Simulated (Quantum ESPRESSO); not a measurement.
Runs of Quantum ESPRESSO 7.5 on BN. Symmetry: P6_3/mmc, No. 194, hexagonal system. Conventional cell: a = 2.498 Å, b = 2.498 Å, c = 6.636 Å, α = 90.00°, β = 90.00°, γ = 120.00°. N (site symmetry -6m2) is surrounded by 3 B at 1.44 Å. B (site symmetry -6m2) has 3 N at 1.44 Å as nearest neighbours. 

| task | level | potentials or basis | k mesh | cutoff (eV) | SCF threshold | form of the LDA correlation | symmetry | mesh quality | gap on the mesh (eV) | pressure (GPa) | V0 of scaled cells (Å³/atom) | B0 (GPa) |
| --- | --- | --- | --- | --- | --- | --- | --- | --- | --- | --- | --- | --- |
| single point | PBEsol | GBRV 1.5 PBEsol | 12 × 12 × 4 | 612 | 8e-10 Ry | - | - | not flagged | 4.19 | 2.5 | - | - |
| band structure | LDA | GBRV 1.5 LDA | 12 × 12 × 4 | 612 | 8e-10 Ry | PZ81 | - | not flagged | 4.09 | -2.1 | - | - |
| equation of state | r2SCAN | SG15 PBE 1.2 | 8 × 8 × 2 | 1197 | 1e-08 Ry | - | off | coarse | - | - | (a) | 246 |
| band structure | PBEsol | GBRV 1.5 PBEsol | 12 × 12 × 4 | 612 | 8e-10 Ry | - | - | not flagged | 4.19 | 2.5 | - | - |
| equation of state | LDA | GBRV 1.5 LDA | 12 × 12 × 4 | 612 | 8e-10 Ry | PZ81 | - | not flagged | - | - | (b) | 251 |

Alike in all rows: no spin polarisation; cell as given; smearing fermi-dirac 0.05 eV.

Task: Fill in the values left out.

Result: (a) 8.96; (b) 8.90.

Caveats: some runs use coarse meshes; this functional lacks dispersion, which binds the layers, so the pressure and a relaxed spacing across them are unreliable (some runs); the cell was scaled at fixed shape and fractional positions, which overstates the stiffness of a crystal with free parameters, most of all of layers and chains (some runs); some levels on the path didn't converge (some runs); the potentials were made for another functional, which shifts forces and pressure (some runs).

A k mesh can miss the band edges.
